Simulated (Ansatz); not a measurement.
# Hf2NOS MXene monolayer in a perpendicular field

Wanted: the out-of-plane response of the Hf2NOS MXene monolayer. A positive field points along +c.

Program: Ansatz 0.2.0. Level of theory: plane-wave DFT, PBE-D3(BJ), Ansatz PAW. Results are calculated unless marked as measured.

## (1) Starting point

The cell holds 5 atoms: 1 S, 2 Hf, 1 N and 1 O. Cell: a = 3.217 Å, b = 3.217 Å, c = 42.237 Å, α = 90.0°, β = 90.0°, γ = 120.0°. Vacuum lies along c.

Coordinates:

```cif
data_structure
_symmetry_space_group_name_H-M 'P 1'
_symmetry_Int_Tables_number 1
_cell_length_a 3.2175
_cell_length_b 3.2175
_cell_length_c 42.2365
_cell_angle_alpha 90.000
_cell_angle_beta 90.000
_cell_angle_gamma 120.000
_cell_volume 378.67
loop_
_atom_site_label
_atom_site_type_symbol
_atom_site_fract_x
_atom_site_fract_y
_atom_site_fract_z
_atom_site_occupancy
S1 S 0.33333 0.66667 0.43327 1
Hf2 Hf 0.66667 0.33333 0.47719 1
N3 N 0.00000 0.00000 0.50724 1
Hf4 Hf 0.33333 0.66667 0.53730 1
O5 O 0.66667 0.33333 0.56673 1
```

## (2) Relaxing the slab

The starting cell is a guess, so the in-plane lattice and the atoms are relaxed first, with the slab cut off from its images along the normal.

The input, input.yaml:

```yaml
crystal:
  lattice:
    - [3.2175, 0.0, 0.0]
    - [-1.60875, 2.7864367367, 0.0]
    - [0.0, 0.0, 42.2365260438]
  atoms:
    - { symbol: S, position: [0.3333333333, 0.6666666667, 0.4332742703] }
    - { symbol: Hf, position: [0.6666666667, 0.3333333333, 0.4771861427], spin: 1.0 }
    - { symbol: "N", position: [0.0, 0.0, 0.5072440073] }
    - { symbol: Hf, position: [0.3333333333, 0.6666666667, 0.5373018718], spin: 1.0 }
    - { symbol: O, position: [0.6666666667, 0.3333333333, 0.5667257297] }
  periodic: [true, true, false]
magnetization:
  spin_polarized: true
kpoints:
  mp_grid: { grid: [12, 12, 1] }
hamiltonian:
  xc: pbe
  dispersion: d3bj
scf:
  occupations: { method: fermi_dirac, width: 0.05 }
  convergence: { dr2_threshold: 1.0e-09 }
relax:
  f_tol: 0.004
  max_steps: 90
  cell: {}
output:
  write_potential: true
  write_density: true
  volumetric_format: npy
```

Started as:

```
> ansatz run input.yaml --threads 2 --pin off --max-ram 3072MiB --backend cpu --events-out ev --progress --plain --runs-dir out
```

Numbers of over 12 decimals in the logs are rounded to 6 here.

What it wrote:

```text
Warning: relax.cell: scf.convergence.dr2_threshold = 1e-9 eV is looser than the 2.04498185763e-10 eV advised for a relaxation that steers and ends on the stress (1e-10 eV for each atom of the cell: 5, times the square of relax.cell.stress_2d_tol = 0.05 N/m over 15.6 Å (the atoms' height at the walk's start and 5 Å past either face), 3.198e-2 GPa, over a crystal's default 0.05). What an SCF threshold leaves in a stress goes as its square root, and in the free energy as the threshold itself, and one threshold admits the most on a small cell: [figures from the program's tests cut] Set scf.convergence.dr2_threshold to 2.04498185763e-10 eV or tighter. [rest of the remark cut]
Engine: ansatz 0.2.0, x86_64-unknown-linux-gnu
Pseudopotentials: kind: paw
Pseudopotential: S, paw, valence charge 6, recommended cutoff 420 eV (normal), S.paw.azcp
Pseudopotential: Hf, paw, valence charge 26, recommended cutoff 420 eV (normal), Hf.paw.azcp
Pseudopotential: N, paw, valence charge 5, recommended cutoff 420 eV (normal), N.paw.azcp
Pseudopotential: O, paw, valence charge 6, recommended cutoff 420 eV (normal), O.paw.azcp
Functional definition: PBE
  parameter kappa = 0.804
  parameter beta = 0.066725
  exchange = pbe_x(kappa = kappa, mu = beta*pi^2/3)
  correlation = pbe_c(beta = beta)
Crystal: 5 atoms, lattice volume = 378.666 Å³
Basis set: ecut = 420 eV, 7521 PW (Γ), exchange–correlation on 48×48×576 points (8 copies of the dense FFT grid, shifted against one another)
Bands: 43, of which v1, the nominal top of the filled ones, is band 35 counted from 1 (34 counted from 0)
Symmetry: 6 space group operations
Space group: P3m1 (ITA 156), of the structure as read, at distance tolerance 7.2e-5 Å
Magnetic group: BNS 156.49 (UNI 1279), of the structure as read, at distance tolerance 7.2e-5 Å
k-points: 19 of 144 (time reversal used)
Non-local potential: S, projectors of the file, l = 0: 2, l = 1: 2, l = 2: 2
Non-local potential: Hf, projectors of the file, l = 0: 3, l = 1: 2, l = 2: 2, l = 3: 3
Non-local potential: N, projectors of the file, l = 0: 2, l = 1: 2, l = 2: 1
Non-local potential: O, projectors of the file, l = 0: 2, l = 1: 2, l = 2: 1
PAW form: soft (Blöchl's): semilocal exchange-correlation on the pseudo side does not see the compensation charge
PAW one-centre angular grid: S, 110 points (default); XC on 64 Gauss nodes
PAW one-centre angular grid: Hf, 590 points (default); XC on 64 Gauss nodes
PAW one-centre angular grid: N, 110 points (default); XC on 64 Gauss nodes
PAW one-centre angular grid: O, 110 points (default); XC on 64 Gauss nodes
Initial density: superposition of atomic densities (neutral atoms: chi_scale 0, normalization atom)
Starting moments: Σ|m| = 2 μB on 2 of 5 sites
Initial wavefunctions: pseudopotential atomic-orbital guess
Functional: x = pbe(κ = 0.804, μ = 0.219515), c = pbe(β = 0.066725)
SCF iter   1: F=—  HF=-33307.649922 eV  |F-HF|=—  |Δ(HF+E_count)|=         —  Δρ=2.91e-2 (↑2.91e-2 ↓2.81e-2)  dr2=1.54e1  dr2_m=1.47e-1  M=0.511 μB ∫|m|=0.663 μB  β_m=0.30  ethr=3.10e-3  ⟨swp⟩=15.0  Hψ=11003  notcnv=0  defer=5
Mixer restart at iter 1: flushing history
preconditioner: auto → LDOS  [metal: Δε(μ)=0.060 eV  Ē_g=16.973 eV  σ=0.050 eV  W_gap=0.28  n_scr=26 (ndim 8)  ℏωp=15.4 eV  f_vac=0.788  D(μ)=1.18/eV (n_scr^D=10)]
spin=Collinear: LDOS preconditioning applied to the charge; magnetization (m = ρ↑ − ρ↓) channel mixes plain (no charge-response kernel on spin).
SCF iter   2: F=—  HF=-33304.298844 eV  |F-HF|=—  |Δ(HF+E_count)|=    3.35e0  Δρ=1.16e-2 (↑1.16e-2 ↓9.69e-3)  dr2=1.97e0  dr2_m=8.18e-2  M=0.410 μB ∫|m|=0.576 μB  β_m=0.37  ethr=3.10e-3  ⟨swp⟩=4.2  Hψ=4285  notcnv=0  defer=105
SCF iter   3: F=—  HF=-33303.992798 eV  |F-HF|=—  |Δ(HF+E_count)|=   3.06e-1  Δρ=6.30e-3 (↑6.30e-3 ↓4.98e-3)  dr2=4.50e-1  dr2_m=3.08e-2  M=0.297 μB ∫|m|=0.440 μB  β_m=0.57  ethr=2.86e-3  ⟨swp⟩=3.0  Hψ=3059  notcnv=0  defer=92
SCF iter   4: F=—  HF=-33304.074567 eV  |F-HF|=—  |Δ(HF+E_count)|=   8.18e-2  Δρ=2.07e-3 (↑1.81e-3 ↓2.07e-3)  dr2=4.92e-2  dr2_m=3.79e-3  M=0.148 μB ∫|m|=0.222 μB  β_m=0.65  ethr=6.53e-4  ⟨swp⟩=3.2  Hψ=3381  notcnv=0  defer=92
SCF iter   5: F=—  HF=-33304.091211 eV  |F-HF|=—  |Δ(HF+E_count)|=         —  Δρ=9.05e-4 (↑9.05e-4 ↓5.59e-4)  dr2=1.80e-3  dr2_m=1.57e-3  M=0.046 μB ∫|m|=0.086 μB  β_m=0.65  ethr=7.13e-5  ⟨swp⟩=3.5  Hψ=3920  notcnv=0  defer=92
SCF iter   6: F=—  HF=-33304.092579 eV  |F-HF|=—  |Δ(HF+E_count)|=   1.37e-3  Δρ=3.69e-4 (↑3.50e-4 ↓3.69e-4)  dr2=2.68e-4  dr2_m=4.09e-4  M=0.024 μB ∫|m|=0.047 μB  β_m=0.73  ethr=2.62e-6  ⟨swp⟩=3.8  Hψ=4383  notcnv=0  defer=88
SCF iter   7: F=—  HF=-33304.093157 eV  |F-HF|=—  |Δ(HF+E_count)|=   5.78e-4  Δρ=2.07e-4 (↑2.07e-4 ↓1.87e-4)  dr2=1.02e-4  dr2_m=1.07e-4  M=0.013 μB ∫|m|=0.024 μB  β_m=0.67  ethr=3.88e-7  ⟨swp⟩=3.5  Hψ=4183  notcnv=0  defer=88
SCF iter   8: F=—  HF=-33304.093220 eV  |F-HF|=—  |Δ(HF+E_count)|=   6.32e-5  Δρ=6.09e-5 (↑6.09e-5 ↓4.74e-5)  dr2=1.04e-5  dr2_m=8.65e-6  M=0.003 μB ∫|m|=0.007 μB  β_m=0.75  ethr=1.48e-7  ⟨swp⟩=3.3  Hψ=3968  notcnv=0  defer=88
SCF iter   9: F=—  HF=-33304.093238 eV  |F-HF|=—  |Δ(HF+E_count)|=   1.76e-5  Δρ=2.11e-5 (↑9.36e-6 ↓2.11e-5)  dr2=1.70e-6  dr2_m=4.61e-7  M=0.000 μB ∫|m|=0.001 μB  β_m=0.70  ethr=1.51e-8  ⟨swp⟩=3.3  Hψ=3906  notcnv=0  defer=88
SCF iter  10: F=—  HF=-33304.093237 eV  |F-HF|=—  |Δ(HF+E_count)|=   1.31e-7  Δρ=9.25e-6 (↑6.94e-6 ↓9.25e-6)  dr2=3.75e-7  dr2_m=1.48e-7  M=0.000 μB ∫|m|=0.001 μB  β_m=0.72  ethr=2.47e-9  ⟨swp⟩=3.1  Hψ=3755  notcnv=0  defer=88
SCF iter  11: F=—  HF=-33304.093238 eV  |F-HF|=—  |Δ(HF+E_count)|=   6.33e-7  Δρ=3.26e-6 (↑3.26e-6 ↓2.10e-6)  dr2=8.21e-8  dr2_m=1.51e-8  M=0.000 μB ∫|m|=0.000 μB  β_m=0.69  ethr=5.44e-10  ⟨swp⟩=3.4  Hψ=3885  notcnv=0  defer=88
SCF iter  12: F=—  HF=-33304.093238 eV  |F-HF|=—  |Δ(HF+E_count)|=   5.42e-8  Δρ=1.36e-6 (↑6.61e-7 ↓1.36e-6)  dr2=6.57e-9  dr2_m=2.36e-9  M=0.000 μB ∫|m|=0.000 μB  β_m=0.63  ethr=1.19e-10  ⟨swp⟩=3.4  Hψ=3846  notcnv=0  defer=88
SCF iter  13: F=—  HF=-33304.093238 eV  |F-HF|=—  |Δ(HF+E_count)|=   1.43e-8  Δρ=4.43e-7 (↑4.43e-7 ↓3.58e-7)  dr2=2.81e-10  dr2_m=4.88e-10  M=0.000 μB ∫|m|=0.000 μB  β_m=0.76  ethr=9.52e-12  ⟨swp⟩=3.4  Hψ=4087  notcnv=0  defer=88
SCF iter  14: F=-33304.093238 eV  HF=-33304.093238 eV  |F-HF|=1.97e-9  |Δ(HF+E_count)|=   6.89e-9  Δρ=1.52e-7 (↑1.21e-7 ↓1.52e-7)  dr2=2.89e-11  dr2_m=5.69e-11  M=0.000 μB ∫|m|=0.000 μB  ethr=1.00e-12  ⟨swp⟩=9.6  Hψ=14919  notcnv=0
[...]
preconditioner: auto → LDOS  [metal: Δε(μ)=0.047 eV  Ē_g=17.499 eV  σ=0.050 eV  W_gap=0.23  n_scr=26 (ndim 8)  ℏωp=15.0 eV  f_vac=0.804  D(μ)=2.19/eV (n_scr^D=12)]
spin=Collinear: LDOS preconditioning applied to the charge; magnetization (m = ρ↑ − ρ↓) channel mixes plain (no charge-response kernel on spin).
SCF iter   2: F=—  HF=-33304.997830 eV  |F-HF|=—  |Δ(HF+E_count)|=   6.27e-5  Δρ=1.68e-6 (↑1.67e-6 ↓1.68e-6)  dr2=3.41e-8  dr2_m=2.68e-12  M=0.000 μB ∫|m|=0.000 μB  β_m=0.35  ethr=5.27e-11  ⟨swp⟩=6.7  Hψ=7673  notcnv=0
SCF iter   3: F=—  HF=-33304.997825 eV  |F-HF|=—  |Δ(HF+E_count)|=   4.92e-6  Δρ=1.48e-6 (↑1.48e-6 ↓1.48e-6)  dr2=6.59e-9  dr2_m=3.01e-12  M=0.000 μB ∫|m|=0.000 μB  β_m=0.68  ethr=4.95e-11  ⟨swp⟩=3.3  Hψ=3036  notcnv=0
SCF iter   4: F=—  HF=-33304.997848 eV  |F-HF|=—  |Δ(HF+E_count)|=   2.29e-5  Δρ=4.06e-7 (↑4.06e-7 ↓4.04e-7)  dr2=1.04e-9  dr2_m=3.83e-13  M=0.000 μB ∫|m|=0.000 μB  β_m=0.57  ethr=9.56e-12  ⟨swp⟩=4.3  Hψ=4143  notcnv=0
iter 5 met the thresholds in force, and the SCF goes on: an eigenvalue changes by 0.64 meV, over its tolerance of 0.06 meV (output.eigenvalues, Limitations)
SCF iter   5: F=-33304.997852 eV  HF=-33304.997851 eV  |F-HF|=9.05e-7  |Δ(HF+E_count)|=   3.23e-6  Δρ=1.98e-7 (↑1.98e-7 ↓1.96e-7)  dr2=6.65e-10  dr2_m=1.05e-13  M=0.000 μB ∫|m|=0.000 μB  β_m=0.64  ethr=1.45e-12  ⟨swp⟩=23.1  Hψ=17972  notcnv=0
iter 6 met the thresholds in force, and the SCF goes on: an eigenvalue changes by 1.51 meV, over its tolerance of 0.05 meV (output.eigenvalues, Limitations)
SCF iter   6: F=-33304.997852 eV  HF=-33304.997852 eV  |F-HF|=8.61e-8  |Δ(HF+E_count)|=   8.20e-7  Δρ=7.16e-8 (↑7.16e-8 ↓7.03e-8)  dr2=1.40e-10  dr2_m=2.49e-14  M=0.000 μB ∫|m|=0.000 μB  β_m=1.00  ethr=1.00e-12  ⟨swp⟩=10.5  Hψ=12414  notcnv=0
Mixer restart at iter 6: flushing history
SCF iter   7: F=-33304.997852 eV  HF=-33304.997852 eV  |F-HF|=8.64e-9  |Δ(HF+E_count)|=   8.71e-8  Δρ=1.99e-7 (↑1.98e-7 ↓1.99e-7)  dr2=8.87e-9  dr2_m=3.15e-15  M=0.000 μB ∫|m|=0.000 μB  β_m=1.00  ethr=1.00e-12  ⟨swp⟩=3.0  Hψ=2429  notcnv=0  κ⁻¹=1.0e0(r=1)
SCF iter   8: F=-33304.997852 eV  HF=-33304.997852 eV  |F-HF|=1.11e-9  |Δ(HF+E_count)|=  6.18e-10  Δρ=1.07e-7 (↑1.07e-7 ↓1.07e-7)  dr2=1.11e-9  dr2_m=2.65e-15  M=0.000 μB ∫|m|=0.000 μB  β_m=1.00  ethr=1.00e-12  ⟨swp⟩=3.0  Hψ=2374  notcnv=0  κ⁻¹=1.9e-2(r=2)
SCF iter   9: F=-33304.997852 eV  HF=-33304.997852 eV  |F-HF|=3.13e-10  |Δ(HF+E_count)|=  1.38e-10  Δρ=2.74e-8 (↑2.66e-8 ↓2.74e-8)  dr2=5.14e-11  dr2_m=1.93e-15  M=0.000 μB ∫|m|=0.000 μB  ethr=1.00e-12  ⟨swp⟩=12.3  Hψ=12452  notcnv=0
the starting moments were not kept: the SCF closed with an absolute magnetisation of 1.3e-7 μB, where they sum to 2 μB in size (2 sites). That is at most 0.1 of that sum. Measured as dr2_m measures the in/out step, that magnetisation stands 1.4e-15 eV from none, at or under the dr2_threshold of 1.0e-9 eV: it is no larger than a step whose dr2_m would equal this threshold.
SCF 11 converged in 9 iterations: F = -33304.997852 eV  dr2 = 5.14e-11
relax step  11: F+E_penalty+E_count = -33304.99785210 eV  Δ(F+E_penalty+E_count) = -1.730e-4 eV  max|allowed force component| = 1.284e-4 eV/Å  Δτ_max = 0.0000 Å  P = +0.001 N/m  Ω = 395.743 Å³  fix = [c, alpha, beta]  reactions: c +0.000 N/m  stress off target by 1.17e-3 N/m on what of the cell is left free  SCF on the basis re-selected at this cell (its energy is not comparable with the rows above)  (9 SCF iters)
basis re-selected at this cell: Δ(F+E_penalty+E_count) = -1.730e-4 eV, ΔP = +0.001 N/m vs the last step (what re-selecting the basis moved, of the pressure what is left beyond the Pulay correction that the steps carried, after the strain that the cell walked since its last selection, with what the two solves' SCF thresholds leave and, on support functions, any second-order correction that the steps lacked; it is no m [...]
WARN: The output density's exchange-correlation potential varies sharply where the density is thin. Do not read a vacuum level from v_tot or v_xc, or from such a field of the output density. On a cell that repeats whose density bears no net charge and no dipole along the vacuum's axis use v_es (v_loc + v_h of the components); under efield.dipole_correction with no amplitude use v_es + v_field, which holds any externa [...]
SCF converged after 9 iterations
an eigenvalue changed by more than its tolerance at an iteration that met the thresholds in force, so the SCF went on 2 times, its first undamped step at iteration 6: the last check found none over its tolerance
Magnetization: 0.0000 μB (34.5000 up, 34.5000 down)
Absolute magnetization: 0.0000 μB (∫|ρ↑−ρ↓|, with the PAW one-centre terms)
Spin contamination: 0.0000 ħ² per cell (⟨S²⟩ above its minimum at these occupations)
Per-site moments (μB) at R_I (Å): [(3.2414197375868617e-9, 1.021537), (1.8417064267892526e-8, 0.961135), (-1.6456617124821376e-8, 0.944314), (1.1827744962825436e-8, 0.876395), (8.524175797918247e-9, 0.876395)]
Free energy (F): -33304.997852 eV
Harris-Foulkes:  -33304.997852 eV  (|F-HF|=3.13e-10)
Internal energy: -33304.981631 eV  (E = F + TS)
E sigma→0 (E₀):  -33304.989741 eV
Entropy (-TS):   -0.016222 eV (-3.244 meV/atom)
Fermi energy:    -4.893342 eV
--- Per-component energies (eV) ---
  E_band       = -1501.755061
  E_kinetic    = 1259.138190
  E_local      = -409987.886436  (includes V_loc(G=0)·N_el)
  E_nonlocal   = -2365.352128
  E_hartree    = 203798.095472
  E_xc         = -832.467200
  E_vxc        = -792.396331  (∫ρ·V_xc dr)
  E_paw        = -14740.002047  (= ΣΔE_a)
  E_vpaw       = 2788.547095  (= ΣTr[D̂ρ^β])
  E_aug_tail   = 0.002542  (compensation charges beyond the density's cutoff)
  E_ewald      = 189564.696139
  E_disp       = -1.206162  (pairwise vdW)
  E_smearing   = -0.016222  (= −TS)
  E_closure    = 0.000000  (closes the sum)
  Σ components = -33304.997852   (vs F -33304.997852, Δ=0.00e0)
--- Forces (eV/Å), atoms counted from 1 ---
  atom   1  S      0.00000000    -0.00000000     0.00005705
  atom   2  Hf     0.00000000    -0.00000000     0.00000272
  atom   3  N      0.00000000     0.00000000     0.00002193
  atom   4  Hf     0.00000000     0.00000000    -0.00012801
  atom   5  O      0.00000000     0.00000000     0.00004836
  max |Σ_I F_I| component: 2.05e-6 eV/Å
--- 2D stress c σ (N/m, compression-positive) ---
        0.001172      -0.000000      -0.000000
       -0.000000       0.001172      -0.000000
       -0.000000      -0.000000       0.000000
  P = ½ c Tr σ = 0.0012 N/m
--- Band table (eV; the first three rows and the last of 38) ---
  k-point 0 ↑: bands = [... 31 lower, -7.7701, -6.0131, -6.0131, -4.2353, -4.2028, -4.2028, -3.0896, -2.3186, ... 4 higher]
  k-point 1 ↑: bands = [... 31 lower, -7.7376, -6.4263, -6.1735, -4.4628, -3.9351, -3.9057, -2.9233, -2.3697, ... 4 higher]
  k-point 2 ↑: bands = [... 31 lower, -8.2039, -6.9585, -6.4286, -4.9165, -3.4802, -3.4152, -2.7089, -2.1936, ... 4 higher]
  k-point 18 ↓: bands = [... 31 lower, -9.3656, -8.4431, -7.9440, -3.6607, -3.3816, -2.7248, -1.7449, -1.5104, ... 4 higher]
  the weakly bound empty levels are not read free of the cell's end (no_gap_told)
--- Relaxed structure (9 steps of the walk, 7 accepted, 2 SCFs on fresh bases) ---
  F+E_penalty+E_count = -33304.99785210 eV   max|allowed force component| = 1.284e-4 eV/Å   (the final SCF, on the basis selected at the relaxed cell)
  cell:  # Å, volume = 395.7430 Å³
    - [3.289252, 0.0, 0]
    - [-1.644626, 2.848576, 0]
    - [0, 0, 42.2365260438]
  atoms:
    - { symbol: S, position: [0.333333, 0.666667, 0.438444] }
    - { symbol: Hf, position: [0.666667, 0.333333, 0.476077] }
    - { symbol: N, position: [1.5482184059704887e-18, 0, 0.508041] }
    - { symbol: Hf, position: [0.333333, 0.666667, 0.538308] }
    - { symbol: O, position: [0.666667, 0.333333, 0.560862] }
```

Wall time 15 min (2 threads of Intel Xeon at 2.50GHz (Skylake/Cascade Lake), shared host); peak memory 0.98 GiB.

Relaxation path:

| step | energy less that of the first step (eV) | largest force component (eV/Å) | volume (Å³) |
| --- | --- | --- | --- |
| 1 | 0.0000 | 4.0069 | 378.67 |
| 2 | -0.7738 | 1.7315 | 383.60 |
| 3 | -0.7342 | 1.3413 | 409.16 |
| 4 | -0.8929 | 0.2566 | 395.24 |
| 5 | -0.8951 | 0.0877 | 395.59 |
| 6 | -0.8956 | 0.0023 | 395.32 |
| 7* | -0.9046 | 0.0029 | 395.32 |
| 8 | -0.9044 | 0.0053 | 395.78 |
| 9 | -0.9044 | 0.0256 | 395.74 |
| 10 | -0.9044 | 0.0001 | 395.74 |
| 11* | -0.9046 | 0.0001 | 395.74 |

Relaxation steps marked * repeat the geometry before them on a plane-wave basis chosen anew for their cell, so energy and pressure can jump there. Relaxation steps 3, 9 were tried and not accepted.

Forces are held to the 6 operations that the run works with; a distortion that breaks them can't arise in this run.

| cell as run | before | after | change |
| --- | --- | --- | --- |
| a (Å) | 3.217 | 3.289 | +2.2 % |
| b (Å) | 3.217 | 3.289 | +2.2 % |

The atoms that moved most (Å, along periodic axes as changes of fractional coordinates times the final cell, across vacuum about the mean position):

| atom | dx | dy | dz | length |
| --- | --- | --- | --- | --- |
| O5 | 0.000 | 0.000 | -0.248 | 0.248 |
| S1 | 0.000 | 0.000 | 0.218 | 0.218 |
| Hf2 | 0.000 | 0.000 | -0.047 | 0.047 |
| Hf4 | 0.000 | 0.000 | 0.042 | 0.042 |
| N3 | 0.000 | 0.000 | 0.034 | 0.034 |

The relaxed structure:

```xyz
5
Lattice="3.2893 0.0000 0.0000 -1.6446 2.8486 0.0000 0.0000 0.0000 42.2365" Properties=species:S:1:pos:R:3
S     0.0000    1.8991   18.5184
Hf    1.6446    0.9495   20.1078
N     0.0000    0.0000   21.4579
Hf    0.0000    1.8991   22.7363
O     1.6446    0.9495   23.6889
```

This step gave:

| Item | Value |
| --- | --- |
| energy at zero smearing | -33304.9897 eV |

The lattice constant a goes from 3.217 to 3.289 Å.

(Continued in part 2 of 2.)

[Logs are printed without paths, hosts, clocks, repeated set-up lines and the standing remarks that a program may print on its own settings, such as how far it seeks lower states.]

[Hosts, paths, dates, database ids (printed as entryN), source tags and the programs' standing remarks are cut or masked in the printed files.]

[Maps of the electrostatic potential energy from Ansatz leave out the sawtooth potential of an applied field or a dipole correction, so their vacuum need not be flat; planar profiles and work functions include it.]
